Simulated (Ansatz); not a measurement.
Wanted: the native input for an Ansatz 0.2.0 run.

```
Task                : relaxation of cell and atoms
Functional          : PBE
Dispersion          : D3(BJ)
Potentials or basis : Ansatz PAW
Cutoff              : 420 eV (not typed: the program's choice for these potentials)
k mesh              : 7 × 7 × 7
Occupations         : fermi-dirac, width 0.05 eV
Spin                : no spin polarisation
```

HgTe:

```
CELL_PARAMETERS angstrom
0.00000 3.18000 3.18000
3.18000 0.00000 3.18000
3.18000 3.18000 0.00000
ATOMIC_POSITIONS crystal
Hg 0.00000 0.00000 0.00000
Te 0.50000 0.50000 0.50000
```

Measurements of this composition are mostly on another form, of space group No. 216.

The input as run:

input.yaml

```yaml
crystal:
  lattice:
    - [0.0, 3.18, 3.18]
    - [3.18, 0.0, 3.18]
    - [3.18, 3.18, 0.0]
  atoms:
    - { symbol: Hg, position: [0.0, 0.0, 0.0] }
    - { symbol: Te, position: [0.5, 0.5, 0.5] }
hamiltonian:
  xc: pbe
  pseudopotentials: { kind: paw }
  dispersion: d3bj
kpoints:
  mp_grid: { grid: [7, 7, 7] }
scf:
  occupations: { method: fermi_dirac, width: 0.05 }
output:
  forces: true
  stress: true
  eigenvalues: true
relax:
  f_tol: 0.01
  max_steps: 40
  cell: { stress_tol: 0.05 }
```

Potentials or basis: Ansatz PAW.

Run with:

```sh
$ ansatz run input.yaml --threads 2 --pin off --max-ram 5632MiB --backend cpu --events-out ev --progress --plain --runs-dir out
```

It gave:

- Relaxed volume: 27.47 Å³/atom
- Relaxed cell: a = 4.267 Å, b = 4.267 Å, c = 4.267 Å, α = 60.00°, β = 60.00°, γ = 60.00°
- Space group after relaxing (to 0.05 Å): Fm-3m (No. 225)
- Energy gained by relaxing: 100.1 meV/atom
- Ionic steps: 5
- Pressure after relaxing: 0.0 GPa
- Band gap on the k mesh: none (metal or under the smearing width)

Caveat: the plane-wave basis is chosen anew once the cell has moved, so the energies of steps on either side of that aren't comparable; the volume moved by -15 % from the deposited cell, more than functionals usually miss; pairwise dispersion overbinds metals, which lowers pressure and volume.

Run time: 4.1 s on 2 threads of Arm Neoverse V2, on a shared host, peak memory 0.34 GiB.
